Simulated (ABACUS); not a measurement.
A run of ABACUS 3.10.1:

run_abacus.py

```python
"""ABACUS run from a structure file: ASE reads it, the script writes STRU, KPT and INPUT."""
import re
import subprocess
from ase.io import read
from ase.units import Bohr

atoms = read("CsH.cif")
atoms = atoms[(-atoms.numbers).argsort(kind="stable")]  # ABACUS lists atoms element by element
pseudo = {'Cs': 'Cs.upf', 'H': 'H.upf'}
orbital = {}
magmoms = None
kmesh = [6, 6, 6]
params = {
    'suffix': 'CsH',
    'calculation': 'scf',
    'basis_type': 'pw',
    'pseudo_dir': './',
    'symmetry': 1,
    'dft_functional': 'pz',
    'ecutwfc': 74,
    'pseudo_rcut': 7,
    'nspin': 1,
    'nbands': 15,
    'ks_solver': 'dav',
    'smearing_method': 'fd',
    'smearing_sigma': 0.00367493,
    'scf_thr': 1e-08,
    'scf_nmax': 100,
    'mixing_type': 'broyden',
    'mixing_beta': 0.7,
    'cal_force': 1,
    'cal_stress': 1,
    'out_chg': 1,
    'kpar': 4,
}

symbols = atoms.get_chemical_symbols()
elements = list(dict.fromkeys(symbols))
lines = ["ATOMIC_SPECIES"] + [f"{e} {atoms.get_masses()[symbols.index(e)]:.4f} {pseudo[e]}" for e in elements]
if orbital:
    lines += ["", "NUMERICAL_ORBITAL"] + [orbital[e] for e in elements]
lines += ["", "LATTICE_CONSTANT", f"{1 / Bohr:.10f}", "", "LATTICE_VECTORS"]
lines += [" ".join(f"{x:.10f}" for x in v) for v in atoms.cell]
lines += ["", "ATOMIC_POSITIONS", "Direct"]
for e in elements:
    lines += ["", e, "0.0", str(symbols.count(e))]
    for i, p in enumerate(atoms.get_scaled_positions(wrap=False)):
        if symbols[i] == e:
            mag = "" if magmoms is None else " mag " + " ".join(str(x) for x in (magmoms[i] if isinstance(magmoms[i], list) else [magmoms[i]]))
            lines.append(" ".join(f"{x:.10f}" for x in p) + " 1 1 1" + mag)
open("STRU", "w").write("\n".join(lines) + "\n")
open("KPT", "w").write("K_POINTS\n0\nGamma\n%d %d %d 0 0 0\n" % tuple(kmesh))
open("INPUT", "w").write("INPUT_PARAMETERS\n" + "".join(f"{k:<20s}{v}\n" for k, v in params.items()))

done = subprocess.run(['mpirun', '-np', '4', 'abacus'])
if done.returncode:
    raise SystemExit(done.returncode)
log = open("OUT.CsH/running_scf.log").read()
print("final energy (eV):", re.findall(r"FINAL_ETOT_IS (\S+)", log))
```

Contents of CsH.cif:

```cif
data_CsH
_cell_length_a 4.50851284
_cell_length_b 4.50851284
_cell_length_c 4.50851284
_cell_angle_alpha 60.00000000
_cell_angle_beta 60.00000000
_cell_angle_gamma 60.00000000
_space_group_name_H-M_alt 'P1'
_space_group_name_Hall 'P 1'
_space_group_IT_number 1
loop_
_space_group_symop_operation_xyz
'x,y,z'
loop_
_atom_site_label
_atom_site_type_symbol
_atom_site_symmetry_multiplicity
_atom_site_Wyckoff_symbol
_atom_site_fract_x
_atom_site_fract_y
_atom_site_fract_z
_atom_site_occupancy
Cs1 Cs 1 a 0.0000000000 0.0000000000 0.0000000000 1
H1 H 1 a 0.5000000000 0.5000000000 0.5000000000 1
```

Potentials or basis: PseudoDojo NC SR 0.4.1 LDA standard, plane waves.

Command:

```sh
$ OMP_NUM_THREADS=1 python run_abacus.py > log
```

Hardware: 4 MPI ranks on AMD EPYC 7R43 64-Core Processor (Zen 3), with other jobs on the host.

Task: How long does it take, and how much memory?

Result: It took 8.2 s on 4 MPI ranks on AMD EPYC 7R43 64-Core Processor (Zen 3), on a shared host, peak memory 0.4 GiB a rank. Counts: scf iterations 6, k points 16, bands 15, ranks 4.
